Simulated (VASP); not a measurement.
# SnSe: how numerical settings change the zone-centre modes, part 3 of 3

Aim: test the modes of SnSe against the numerical settings. The starting structure is a cell with measured lattice constants from the literature and the atomic positions of a computed structure of the Materials Project.

VASP 6.6.1.

Results so far: reference B2g (2) 181.6 cm⁻¹; a 1×3×3 mesh B2g (2) 174.6 cm⁻¹.

**4. Modes with a cutoff of 240 eV**

Level of this step: LDA; plane waves and PAW (Sn_d, Se) (VASP).

Against step 2 the input has ENCUT = 240.

File INCAR:

```
SYSTEM = SnSe
PREC = Accurate
ENCUT = 240
EDIFF = 1E-08
NELM = 100
ISMEAR = 0
SIGMA = 0.03
LREAL = .FALSE.
ALGO = Normal
GGA = CA
NBANDS = 49
LORBIT = 11
LWAVE = .FALSE.
LCHARG = .FALSE.
KPAR = 8
IBRION = 6
NFREE = 2
POTIM = 0.015
NSW = 1
ISIF = 2
```

File POSCAR:

```
SnSe
1.0
   11.3661067111      0.0000000000      0.0000000000
    0.0000000000      4.1217227180      0.0000000000
    0.0000000000      0.0000000000      4.3124459782
Sn Se
4 4
Direct
    0.1177216440      0.7500000000      0.0922680664
    0.3822783560      0.2500000000      0.5922680664
    0.8822783560      0.2500000000      0.9077319336
    0.6177216440      0.7500000000      0.4077319336
    0.8572103145      0.7500000000      0.4776805689
    0.3572103145      0.7500000000      0.0223194311
    0.6427896855      0.2500000000      0.9776805689
    0.1427896855      0.2500000000      0.5223194311
```

File KPOINTS:

```
Automatic mesh
0
Gamma
2 6 6
0 0 0
```

PAW data sets: Sn_d and Se (LDA family, release 64).

The run is started by

```
> mpirun -np 8 vasp_std
```

The log of the run:

```text
[banner, memory and clock lines left out]
running    8 mpi-ranks, on    1 nodes
[...]
[... a notice as in an earlier step ...]

 LDA part: xc-table for (Slater(with rela. corr.)+CA(PZ))
 , standard interpolation
 POSCAR, INCAR and KPOINTS ok, starting setup
[...]
entering main loop
       N       E                     dE             d eps       ncg     rms          rms(c)
DAV:   1     0.630711284588E+03    0.63071E+03   -0.24620E+04  3200   0.129E+03
DAV:   2     0.535760941988E+02   -0.57714E+03   -0.55813E+03  3256   0.388E+02
DAV:   3    -0.341974218026E+02   -0.87774E+02   -0.83663E+02  3788   0.147E+02
DAV:   4    -0.385733911842E+02   -0.43760E+01   -0.43030E+01  3657   0.332E+01
[...]
DAV:  13    -0.379601952166E+02   -0.45903E-06   -0.43172E-06  3590   0.824E-03    0.125E-03
DAV:  14    -0.379601952036E+02    0.13017E-07   -0.17834E-07  3744   0.235E-03    0.802E-04
DAV:  15    -0.379601952038E+02   -0.18736E-09   -0.24668E-08  2728   0.726E-04
   1 F= -.37960195E+02 E0= -.37960195E+02  d E =-.696959E-14
[... from here on, the cycles between the ionic steps are left out ...]
   2 F= -.37959594E+02 E0= -.37959594E+02  d E =-.238685E-15
   3 F= -.37959703E+02 E0= -.37959703E+02  d E =-.366073E-13
   4 F= -.37959977E+02 E0= -.37959977E+02  d E =-.110409E-10
   5 F= -.37959977E+02 E0= -.37959977E+02  d E =-.300725E-14
   6 F= -.37959860E+02 E0= -.37959860E+02  d E =-.118963E-14
   7 F= -.37959924E+02 E0= -.37959924E+02  d E =-.233469E-13
   8 F= -.37959687E+02 E0= -.37959687E+02  d E =-.325941E-17
   9 F= -.37959629E+02 E0= -.37959629E+02  d E =-.191148E-12
  10 F= -.37959862E+02 E0= -.37959862E+02  d E =-.490918E-14
  11 F= -.37959862E+02 E0= -.37959862E+02  d E =-.665637E-14
  12 F= -.37959767E+02 E0= -.37959767E+02  d E =-.154331E-14
  13 F= -.37959788E+02 E0= -.37959788E+02  d E =-.167782E-13
 Finite differences progress:
  Degree of freedom:   6/  6
  Displacement:        2/  2
  Total:              12/ 12
```

Elapsed: 1.9 min, on 8 MPI ranks of Intel Xeon 6975P-C (Granite Rapids), shared host; peak memory 2.7 GiB.

OUTCAR, selected parts (step 4):

```text
  Total       -0.7129911     -0.7712229     -0.8059913      0.0000000      0.0000000      0.0074910
  in kB       -5.6543221     -6.1161245     -6.3918527      0.0000000      0.0000000      0.0594066
  external PRESSURE =      -6.0540998 kB  Pullay stress =       0.0000000 kB

 POSITION                                       TOTAL-FORCE (eV/Angst)
 -----------------------------------------------------------------------------------
      1.33804      3.09129      0.39790         0.000541      0.000000     -0.002489
      4.34502      1.03043      2.55412         0.005020      0.000000     -0.001861
     10.02807      1.03043      3.91454        -0.003786      0.000000     -0.033014
      7.02109      3.09129      1.75832        -0.001125      0.000000      0.003628
      9.74314      3.09129      2.04497         0.005025      0.000000      0.054279
      4.06009      3.09129      0.09625         0.001659      0.000000     -0.001018
      7.30602      1.03043      4.21619        -0.003925      0.000000     -0.015835
      1.62296      1.03043      2.25247        -0.003408      0.000000     -0.003688
 -----------------------------------------------------------------------------------
    total drift:                                0.000028      0.000000     -0.000334

  FREE ENERGIE OF THE ION-ELECTRON SYSTEM (eV)
  ---------------------------------------------------
  free  energy   TOTEN  =       -37.9597884730 eV

  energy  without entropy=      -37.9597884730  energy(sigma->0) =      -37.95978847

[... 1 part as in an earlier step ...]

[... 2 further parts left out ...]
[key lines of the parts left out:]
E-fermi :   6.2175
```

With a cutoff of 240 eV the compared modes are at the top B2g (2) 182.1, Ag (3) 152.9 cm⁻¹, at the bottom B3g (1) 33.5, Ag (1) 31.2 cm⁻¹, with 14 more of the listed ones between; the largest shift among the levels compared is +0.8 cm⁻¹, in B3u (2), from the reference.

**5. Modes with a 4×8×6 mesh**

Against step 2 the input has a 4×8×6 mesh.

Changes to INCAR since step 4:

```diff
@@ -2,3 +2,3 @@
 PREC = Accurate
-ENCUT = 240
+ENCUT = 450
 EDIFF = 1E-08
```

POSCAR is that of step 4.

File KPOINTS:

```
Automatic mesh
0
Gamma
4 8 6
0 0 0
```

The run is started by

```
> mpirun -np 8 vasp_std
```

The log of the run:

```text
[... set-up lines as in an earlier step ...]
 entering main loop
       N       E                     dE             d eps       ncg     rms          rms(c)
DAV:   1     0.837273094394E+03    0.83727E+03   -0.34085E+04  6297   0.197E+03
DAV:   2     0.105948323676E+03   -0.73132E+03   -0.70874E+03  5896   0.576E+02
DAV:   3    -0.294029866297E+02   -0.13535E+03   -0.12919E+03  6950   0.200E+02
DAV:   4    -0.384370287675E+02   -0.90340E+01   -0.88792E+01  6932   0.531E+01
[...]
DAV:  13    -0.380250728922E+02   -0.43849E-06   -0.44112E-06  7211   0.863E-03    0.120E-03
DAV:  14    -0.380250728928E+02   -0.57116E-09   -0.18373E-07  7156   0.227E-03    0.714E-04
DAV:  15    -0.380250728899E+02    0.29067E-08   -0.19962E-08  4769   0.828E-04
   1 F= -.38025073E+02 E0= -.38025073E+02  d E =-.367162E-16
[... from here on, the cycles between the ionic steps are left out ...]
   2 F= -.38024300E+02 E0= -.38024300E+02  d E =-.122186E-18
   3 F= -.38024753E+02 E0= -.38024753E+02  d E =-.122727E-10
   4 F= -.38024851E+02 E0= -.38024851E+02  d E =-.385390E-16
   5 F= -.38024851E+02 E0= -.38024851E+02  d E =-.323422E-16
   6 F= -.38024505E+02 E0= -.38024505E+02  d E =-.310648E-17
   7 F= -.38025033E+02 E0= -.38025033E+02  d E =-.296329E-15
   8 F= -.38024716E+02 E0= -.38024716E+02  d E =-.143315E-19
   9 F= -.38024335E+02 E0= -.38024335E+02  d E =-.981809E-15
  10 F= -.38024733E+02 E0= -.38024733E+02  d E =-.301001E-16
  11 F= -.38024733E+02 E0= -.38024733E+02  d E =-.378862E-16
  12 F= -.38024268E+02 E0= -.38024268E+02  d E =-.162154E-16
  13 F= -.38025028E+02 E0= -.38025028E+02  d E =-.589238E-16
 Finite differences progress:
  Degree of freedom:   6/  6
  Displacement:        2/  2
  Total:              12/ 12
```

Elapsed: 9.8 min, on 8 MPI ranks; peak memory 8.3 GiB.

Parts of OUTCAR (step 5):

```text
  Total       -0.3210158     -0.0871751     -0.0693310      0.0000000      0.0000000      0.0062981
  in kB       -2.5457918     -0.6913356     -0.5498241      0.0000000      0.0000000      0.0499469
  external PRESSURE =      -1.2623172 kB  Pullay stress =       0.0000000 kB

 POSITION                                       TOTAL-FORCE (eV/Angst)
 -----------------------------------------------------------------------------------
      1.33804      3.09129      0.39790        -0.010719      0.000000     -0.017840
      4.34502      1.03043      2.55412         0.015515      0.000000     -0.017471
     10.02807      1.03043      3.91454         0.007035      0.000000     -0.017760
      7.02109      3.09129      1.75832        -0.011931      0.000000      0.018554
      9.74314      3.09129      2.04497         0.015977      0.000000      0.030576
      4.06009      3.09129      0.09625         0.012699      0.000000      0.023905
      7.30602      1.03043      4.21619        -0.014596      0.000000     -0.040706
      1.62296      1.03043      2.25247        -0.013981      0.000000      0.020742
 -----------------------------------------------------------------------------------
    total drift:                               -0.000005      0.000000      0.000062

  FREE ENERGIE OF THE ION-ELECTRON SYSTEM (eV)
  ---------------------------------------------------
  free  energy   TOTEN  =       -38.0250280294 eV

  energy  without entropy=      -38.0250280294  energy(sigma->0) =      -38.02502803

[... 1 part as in an earlier step ...]

[... 2 further parts left out ...]
[key lines of the parts left out:]
E-fermi :   6.2056
```

With a 4×8×6 mesh the compared modes are at the top B2g (2) 181.2, Ag (3) 154.2 cm⁻¹, at the bottom B3g (1) 33.3, Ag (1) 31.0 cm⁻¹, with 14 more of the listed ones between; the largest shift among the levels compared is +3.0 cm⁻¹, in B1u (1), from the reference.

**6. The runs compared**

| run | B2g (2) | Ag (3) | B1u (3) | B2g (1) | B3u (1) | Au (1) | B3g (1) | Ag (1) | core minutes |
| --- | --- | --- | --- | --- | --- | --- | --- | --- | --- |
| reference | 181.6 | 152.3 | 149.8 | 142.7 | 51.5 | 45.0 | 34.1 | 31.3 | 40.8 |
| a 1×3×3 mesh | 174.6 | 149.4 | 141.2 | 129.2 | 46.8 | 39.9 | 43.0 | 35.9 | 5.87 |
| a cutoff of 240 eV | 182.1 | 152.9 | 150.5 | 142.7 | 51.5 | 44.4 | 33.5 | 31.2 | 15.5 |
| a 4×8×6 mesh | 181.2 | 154.2 | 152.1 | 143.8 | 51.8 | 45.3 | 33.3 | 31.0 | 78.6 |

Modes are in cm⁻¹, degenerate ones as one, matched between runs by symmetry and order. A number in brackets counts the listed modes of one symmetry from the lowest. The symmetry labels come from an automatic analysis and can be wrong where levels nearly coincide. Levels within 1 cm⁻¹ of another in the first run are left out, since their labels are uncertain. Between the highest four and the lowest four, 10 more are left out. Core minutes are wall time times ranks of the run shown, on a shared host.

**7. Results**

```json
{
  "B2g (2), reference": "181.6 cm⁻¹",
  "Ag (1), reference": "31.3 cm⁻¹",
  "B2g (2), a 1×3×3 mesh": "174.6 cm⁻¹",
  "Ag (1), a 1×3×3 mesh": "35.9 cm⁻¹",
  "B2g (2), a cutoff of 240 eV": "182.1 cm⁻¹",
  "Ag (1), a cutoff of 240 eV": "31.2 cm⁻¹",
  "B2g (2), a 4×8×6 mesh": "181.2 cm⁻¹",
  "Ag (1), a 4×8×6 mesh": "31.0 cm⁻¹"
}
```

What this shows: The largest change comes with a 1×3×3 mesh: -47.3 cm⁻¹ in B2u. On finer settings the modes change by up to +3.0 cm⁻¹ in B1u (1) with a 4×8×6 mesh, not denser along every axis. So the reference isn't converged for B1u (1). Other changes move the modes by more: -47.3 cm⁻¹ in B2u with a 1×3×3 mesh. The frequencies are harmonic, and the splitting of polar modes by their long-range field is left out. Further runs on this material are not shown.

[Lines on the potential files, build, host, timing and source positions are cut from VASP's logs without a mark.]

[Logs are printed without paths, hosts, clocks, repeated set-up lines and the standing remarks that a program may print on its own settings, such as how far it seeks lower states.]

[Hosts, paths, dates, database ids (printed as entryN), source tags and the programs' standing remarks are cut or masked in the printed files.]
